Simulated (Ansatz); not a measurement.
System: rock-salt LiI. Method: PBEsol-D3(BJ) in Ansatz (plane waves, PAW).

The run printed, among other lines:

```
Crystal: 2 atoms, lattice volume = 47.946 Å³
Basis set: ecut = 520 eV, 1243 PW (Γ), exchange–correlation on 64×64×64 points (8 copies of the dense FFT grid, shifted against one another)
Bands: 14, of which v1, the nominal top of the filled ones, is band 10 counted from 1 (9 counted from 0)
Symmetry: 48 space group operations
Space group: Fm-3m (ITA 225), of the structure as read, at distance tolerance 3.6e-5 Å
k-points: 47 of 1000
Functional: x = pbesol(κ = 0.804, μ = 0.12345679012345678), c = pbesol(β = 0.046)
SCF iter   1: F=—  HF=-7638.257131 eV  |F-HF|=—  |Δ(HF+E_count)|=         —  Δρ=2.42e-3  dr2=2.61e-3
SCF iter   2: F=—  HF=-7638.255054 eV  |F-HF|=—  |Δ(HF+E_count)|=   2.08e-3  Δρ=1.14e-3  dr2=5.00e-4
  ...
SCF iter   8: F=—  HF=-7638.255014 eV  |F-HF|=—  |Δ(HF+E_count)|=   1.89e-8  Δρ=8.28e-7  dr2=6.92e-10
SCF iter   9: F=-7638.255014 eV  HF=-7638.255014 eV  |F-HF|=3.64e-12  |Δ(HF+E_count)|=  3.77e-10  Δρ=6.60e-8  dr2=4.21e-12
SCF 1 converged in 9 iterations: F = -7638.255014 eV  dr2 = 4.21e-12
SCF converged after 9 iterations
Free energy (F): -7638.255014 eV
Internal energy: -7638.255014 eV  (E = F + TS)
E sigma→0 (E₀):  -7638.255014 eV
Fermi energy:    7.572208 eV
--- Forces (eV/Å), atoms counted from 1 ---
  atom   1  Li    -0.00000000     0.00000000    -0.00000000
  atom   2  I      0.00000000    -0.00000000     0.00000000
--- Stress (GPa, compression-positive) ---
       -0.000249       0.000000       0.000000
        0.000000      -0.000249      -0.000000
       -0.000000      -0.000000      -0.000249
  P = ⅓ Tr σ = -0.0002 GPa (-0.002 kbar)
```

Question: Write an input file that could have produced this run (the log leaves some choices open).

Answer: One answer among several that fit: 
Ansatz 0.2 input:
```yaml
crystal:
  lattice:
    - [0.0, 2.8834125823, 2.8834125823]
    - [2.8834125823, 0.0, 2.8834125823]
    - [2.8834125823, 2.8834125823, 0.0]
  atoms:
    - { symbol: Li, position: [0.0, 0.0, 0.0] }
    - { symbol: I, position: [0.5, 0.5, 0.5] }
basis:
  ecutwfc: 520
  ecutrho_ratio: 4
  xc_grid: 2
kpoints:
  mp_grid: { grid: [10, 10, 10] }
hamiltonian:
  xc: pbesol
  dispersion: d3bj
  pseudopotentials: { kind: paw }
scf:
  occupations: { method: fermi_dirac, width: 0.01 }
  convergence: { dr2_threshold: 0.0000000002 }
output:
  forces: true
  stress: true
  eigenvalues: true
```

The PAW data were made under PBE.

Ansatz is a first-principles code.
